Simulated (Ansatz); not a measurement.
Crystal: Se.

```xyz
3
Lattice="4.3662 0.0000 0.0000 -2.1831 3.7812 0.0000 0.0000 0.0000 4.9536" Properties=species:S:1:pos:R:3 pbc="T T T"
Se    1.6910    2.9289    0.0000
Se   -0.4921    0.8523    3.3024
Se    0.9841    0.0000    1.6512
```

* Program: Ansatz 0.2.0
* Task: relaxation of cell and atoms
* Functional: PBE
* Dispersion: D3(BJ)
* Potentials or basis: Ansatz PAW
* Cutoff: 420 eV (not typed: the program's choice for these potentials)
* k mesh: 7 × 7 × 6
* Occupations: fermi-dirac, width 0.05 eV
* Spin: no spin polarisation

At the start: volume 27.26 Å³/atom.

Where does the relaxation end?

It ends after 6 steps and the volume is 24.46 Å³/atom (-10.3 %); space group P3_121 (No. 152, to 0.05 Å).

Step by step:
| step | energy change (eV) | largest force (eV/Å) | volume (Å³) |
| --- | --- | --- | --- |
| 1 | 0.0000 | 0.4158 | 81.78 |
| 2 | -0.0461 | 0.1708 | 77.19 |
| 3 | -0.0727 | 0.0230 | 73.47 |
| 4 | -0.0732 | 0.0340 | 73.99 |
| 5 | -0.0737 | 0.0060 | 73.37 |
| 6 | -0.0732 | 0.0059 | 73.37 |

Final structure:
```xyz
3
Lattice="4.0629 0.0000 0.0000 -2.0315 3.5186 0.0000 0.0000 0.0000 5.1320" Properties=species:S:1:pos:R:3 pbc="T T T"
Se    1.5284    2.6472    0.0000
Se   -0.5031    0.8714    3.4214
Se    1.0062    0.0000    1.7107
```

Caveat: the plane-wave basis is chosen anew once the cell has moved, so the energies of steps on either side of that aren't comparable; the volume moved by -10 % from the deposited cell, more than functionals usually miss.
